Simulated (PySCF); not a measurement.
Structure problem from calculated spectra and properties.

Elements present: C, H and N. Monoisotopic mass: 93.0578 u.

| Item | Value |
| --- | --- |
| 13C NMR | chemical shifts (computed TMS as zero) by class: 163.7 (1 C), 155.0 (1 C), 140.9 (1 C), 127.9 (1 C), 125.4 (1 C), 26.7 (1 C) ppm [GIAO PBE0/pcSseg-1] |
| Valence photoelectron | vertical ionisation energy: 9.29 eV [ΔSCF CAM-B3LYP/def2-SVPD] |
| Rotational structure | rotational constants A, B, C: 5.716, 2.638, 1.826 GHz [PBE0-D3(BJ)/def2-SVP] |
| Polarisability | 75.2 au [CAM-B3LYP/def2-SVPD] |
| Triplet | lowest triplet excitation (Tamm–Dancoff): 4.16 eV [TDA CAM-B3LYP/def2-SVPD] |
| UV, first state | lowest singlet excitation: 5.10 eV (243 nm, f = 0.004) [TDDFT CAM-B3LYP/def2-SVPD] |
| NMR, other nuclei | isotropic shieldings of nuclei other than C and H, by class: -95 (1 N) ppm [GIAO PBE0/pcSseg-1] |
| 1H NMR | chemical shifts (computed TMS as zero) by class: 8.63 (1 H), 7.63 (1 H), 7.19 (1 H), 7.01 (1 H), 2.66 (3 H) ppm [GIAO PBE0/pcSseg-1] |

The electronic properties come from PySCF, for the isolated species, density fitting. Levels stand in brackets. Geometry: PBE0-D3(BJ)/def2-SVP; no solvent, vibrations or thermal averaging. NMR values are class means; diastereotopic atoms form classes of their own.

Problem. Which formula fits the mass and the elements?

Solution. C6H7N (calculated 93.0578). No other formula that holds each of these elements comes within 0.0003 u with a fitting electron parity and a possible valence count.

Problem. Give a SMILES that accounts for the data.

Solution. Numbering: `[CH3:1][c:2]1[cH:3][cH:4][cH:5][cH:6][n:7]1`. Its formula, C6H7N, gives 4 degrees of unsaturation: 1 ring and 3 π bonds in the structure found (Kekulé form). 6 carbons fall into 6 classes; from least to most shielded: substituted aromatic carbon [C2] (163.7 ppm), aromatic CH next to a ring nitrogen [C6] (155.0 ppm), aromatic CH carbon [C4] (140.9 ppm), aromatic CH carbon [C3] (127.9 ppm), aromatic CH carbon [C5] (125.4 ppm), benzylic-type carbon [C1] (26.7 ppm). Hydrogen classes from least to most shielded: 1 H on an aromatic CH next to a ring nitrogen, C6 (8.63 ppm), 1 H on an aromatic CH carbon, C4 (7.63 ppm), 1 H on an aromatic CH carbon, C3 (7.19 ppm), 1 H on an aromatic CH carbon, C5 (7.01 ppm), 3 H on a benzylic-type carbon, C1 (2.66 ppm). The other shieldings belong to: -95 ppm, pyridine-type nitrogen [N7]. The first electron is taken from the HOMO, whose largest Löwdin shares are 0.21 on an aromatic CH carbon, 0.18 on an aromatic CH carbon, 0.18 on the substituted aromatic carbon and 0.17 on the aromatic CH next to a ring nitrogen. The optimised geometry has point group Cs and is an asymmetric top. Structure: 2-methylpyridine (`CC1=CC=CC=N1`). Computed isomers that give other values at the same levels: `Nc1ccccc1` (13C chemical shifts (computed TMS as zero) by class: 151.5 (1 C), 135.1 (2 C), 121.6 (1 C), 116.6 (2 C) ppm); `N#C[C@@]12CC[C@@H]1C2` (13C chemical shifts (computed TMS as zero) by class: 125.7 (1 C), 27.1 (1 C), 26.3 (1 C), 25.4 (1 C), 22.7 (1 C), 8.1 (1 C) ppm); `N#CC=C1CCC1` (lowest singlet excitation: 5.94 eV (209 nm, f = 0.430)). The assignments are read from this structure; whether some other isomer fits the data as well wasn't checked.
